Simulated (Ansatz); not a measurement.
**Convergence of InP**

```yaml
crystal:
  lattice:
    - [0.00000, 2.93050, 2.93050]
    - [2.93050, 0.00000, 2.93050]
    - [2.93050, 2.93050, 0.00000]
  atoms:
    - { symbol: In, position: [0.00000, 0.00000, 0.00000] }
    - { symbol: P, position: [0.75000, 0.75000, 0.75000] }
```

Atoms are numbered in the order listed.

The cell is COD entry 1010146, as deposited and not checked against the literature; nothing was relaxed. It is an old determination, and later ones may differ.

Spin–orbit coupling is left out, though it moves levels of the heavy atoms by tenths of an eV or more.

Method: Ansatz 0.2.0, DFT, PBE, PAW with Ansatz's default frozen-core files, scalar-relativistic.

The runs use a Γ-centred 11×11×11 k mesh, Fermi–Dirac smearing of 0.03 eV, cutoff 420 eV, no spin polarisation. One setting is then changed at a time.

```
         k mesh  free energy less the base's (meV/atom)  P (GPa)  gap on the mesh (eV)
11×11×11 (base)                                     0.0     3.34                 0.716
          3×3×3                                       ?     4.20                 0.681
          6×6×6                                       ?     3.34                 0.713
          8×8×8                                     1.0     3.34                 0.715
       15×15×15                                    -0.1     3.35                 0.716
```

Give the missing entry: row "3×3×3", column "free energy less the base's (meV/atom)".

199.

Give the missing entry: row "6×6×6", column "free energy less the base's (meV/atom)".

6.3.
